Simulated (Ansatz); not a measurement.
# What strain does to SiC (wurtzite)

SiC built on the wurtzite prototype, relaxed with r2SCAN in the PAW code Ansatz. The symmetry is P6_3mc (No. 186, hexagonal); a = 3.075 Å, c = 5.048 Å in the conventional setting, 10.34 Å³ an atom. Around Si lie 4 C at 1.88–1.90 Å; around C lie 4 Si at 1.88–1.90 Å.

The axes x, y and z are those of this cell:
```xyz
4
Lattice="3.0754 0.0000 0.0000 -1.5377 2.6633 0.0000 0.0000 0.0000 5.0481" Properties=species:S:1:pos:R:3 pbc="T T T"
Si    0.0000    1.7756   -0.0021
Si    1.5377    0.8878    2.5220
C     0.0000    1.7756    1.8951
C     1.5377    0.8878    4.4192
```

Unstrained: With PBE the valence top lies at Γ and the conduction bottom at K, 2.277 eV higher; the smallest vertical gap, at M, is 3.978 eV. The r2SCAN gap is indirect, 2.653 eV (Γ to K), below the direct gap of 4.476 eV at M. HSE06 gives an indirect gap of 3.160 eV, from Γ to K; the least direct gap is 5.060 eV at M. Meshes: PBE 12×12×6, r2SCAN 12×12×6, HSE06 6×6×4. Strains are changes of length per length. After each strain the atoms were relaxed again with r2SCAN within the symmetry that the strain leaves, so tilts or polar shifts that break it weren't tested; points keep the names that they have in the unstrained zone. (Simulation; spin polarisation is off.)

Changes of the least gap in eV (an overlap counts as a negative gap):

| strain | volume change (%) | space group | PBE | r2SCAN | HSE06 | G0W0@PBE (mesh) | energy rise, r2SCAN (meV/atom) |
| --- | --- | --- | --- | --- | --- | --- | --- |
| uniaxial -4.0 % along z | -4.0 | P6_3mc | -0.039 | -0.033 | -0.021 | -0.03 | 31.2 |
| uniaxial -3.0 % along z | -3.0 | P6_3mc | 0.000 | +0.005 | +0.016 | +0.01 | 17.4 |
| uniaxial -2.0 % along z | -2.0 | P6_3mc | +0.038 | +0.042 | +0.051 | +0.05 | 7.6 |
| uniaxial -1.0 % along z | -1.0 | P6_3mc | +0.056 | +0.061 | +0.059 | +0.06 | 1.9 |
| uniaxial +1.0 % along z | +1.0 | P6_3mc | -0.051 | -0.057 | -0.053 | -0.06 | 1.8 |
| uniaxial +2.0 % along z | +2.0 | P6_3mc | -0.095 | -0.107 | -0.100 | -0.11 | 7.2 |
| uniaxial +3.0 % along z | +3.0 | P6_3mc | -0.133 | -0.149 | -0.139 | -0.16 | 15.9 |
| uniaxial +4.0 % along z | +4.0 | P6_3mc | -0.163 | -0.184 | -0.171 | -0.19 | 27.8 |

Unstrained, G0W0@PBE with 172 empty bands, a screening cutoff of 150 eV and a 6×6×4 mesh gives 3.07 eV on its mesh; the band count follows the volume. No extrapolation in bands, cutoff or mesh was made for G0W0.

Uniaxial -4.0 % along z, other directions held. HSE06: the gap goes from 3.160 to 3.139 eV (-0.021 eV); with r2SCAN the top three valence levels at Γ, grouped 2+1 from the top over 112 meV, become 1+2 over 311 meV. Stress change with r2SCAN, compression positive: xx +2.60, yy +2.60, zz +24.70 GPa.

Uniaxial -3.0 % along z, other directions held. HSE06: the gap goes from 3.160 to 3.176 eV (+0.016 eV); with r2SCAN the top three valence levels at Γ, grouped 2+1 from the top over 112 meV, become 1+2 over 195 meV. Stress change with r2SCAN, compression positive: xx +1.82, yy +1.82, zz +18.26 GPa.

Uniaxial -2.0 % along z, other directions held. HSE06: the gap goes from 3.160 to 3.211 eV (+0.051 eV); with r2SCAN the top three valence levels at Γ, grouped 2+1 from the top over 112 meV, become 1+2 over 86 meV. Stress change with r2SCAN, compression positive: xx +1.12, yy +1.12, zz +11.98 GPa.

Uniaxial -1.0 % along z, other directions held. HSE06: the gap goes from 3.160 to 3.219 eV (+0.059 eV); with r2SCAN the top three valence levels at Γ, grouped 2+1 from the top over 112 meV, become 2+1 over 16 meV. Stress change with r2SCAN, compression positive: xx +0.52, yy +0.52, zz +5.87 GPa.

Uniaxial +1.0 % along z, other directions held. HSE06: the gap goes from 3.160 to 3.107 eV (-0.053 eV); with r2SCAN the top three valence levels at Γ, grouped 2+1 from the top over 112 meV, become 2+1 over 202 meV. Stress change with r2SCAN, compression positive: xx -0.46, yy -0.46, zz -5.62 GPa.

Uniaxial +2.0 % along z, other directions held. HSE06: the gap goes from 3.160 to 3.060 eV (-0.100 eV); with r2SCAN the top three valence levels at Γ, grouped 2+1 from the top over 112 meV, become 2+1 over 285 meV. Stress change with r2SCAN, compression positive: xx -0.85, yy -0.85, zz -10.97 GPa.

Uniaxial +3.0 % along z, other directions held. HSE06: the gap goes from 3.160 to 3.021 eV (-0.139 eV); with r2SCAN the top three valence levels at Γ, grouped 2+1 from the top over 112 meV, become 2+1 over 360 meV. Stress change with r2SCAN, compression positive: xx -1.18, yy -1.18, zz -16.03 GPa.

Uniaxial +4.0 % along z, other directions held. HSE06: the gap goes from 3.160 to 2.989 eV (-0.171 eV); with r2SCAN the top three valence levels at Γ, grouped 2+1 from the top over 112 meV, become 2+1 over 427 meV. Stress change with r2SCAN, compression positive: xx -1.46, yy -1.46, zz -20.79 GPa.

The meshes of the hybrids are coarse, so their gaps aren't converged to the digits shown.

The splittings at Γ are without spin-orbit coupling, which regroups them where it is of like size or larger.
